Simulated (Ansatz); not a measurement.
**Two Ansatz runs on KBr**

Structure from Materials Project entry mp-23251 (possibly hypothetical), not relaxed further.

First run: DFT, r2SCAN, PAW with Ansatz's default frozen-core files, scalar-relativistic (Ansatz 0.2.0).

Command: `ansatz run input.yaml --threads 1 --pin off --max-ram 2048MiB --backend cpu --events-out ev --progress --plain --runs-dir out` The run took 2.6 s on 1 thread of Arm Neoverse V2 (shared host).

```yaml
crystal:
  lattice:
    - [0.0, 3.2945409698, 3.2945409698]
    - [3.2945409698, 0.0, 3.2945409698]
    - [3.2945409698, 3.2945409698, 0.0]
  atoms:
    - { symbol: K, position: [0.0, 0.0, 0.0] }
    - { symbol: Br, position: [0.5, 0.5, 0.5] }
kpoints:
  mp_grid: { grid: [7, 7, 7] }
scf:
  occupations: { method: fermi_dirac, width: 0.02 }
hamiltonian:
  xc: r2scan
  pseudopotentials: { kind: paw }
output:
  forces: true
  stress: true
  eigenvalues: true
  efg: { contact_densities: true }
  write_density: true
  write_potential: true
  elf: true
  volumetric_format: npy
basis:
  ecutwfc: 250
```

Result: converged; pressure 0.14 GPa; gap on the k mesh 5.12 eV (the mesh can miss the band edges); 6 SCF iterations.

The input is then changed:

```diff
@@ -14,4 +14,5 @@
   xc: r2scan
   pseudopotentials: { kind: paw }
+  dispersion: d3bj
 output:
   forces: true
@@ -19,8 +20,4 @@
   eigenvalues: true
   efg: { contact_densities: true }
-  write_density: true
-  write_potential: true
-  elf: true
-  volumetric_format: npy
 basis:
   ecutwfc: 250
```

Question: What does the second run give?

Answer: It converged; pressure -0.33 GPa; gap on the k mesh 5.12 eV (the mesh can miss the band edges); 6 SCF iterations.
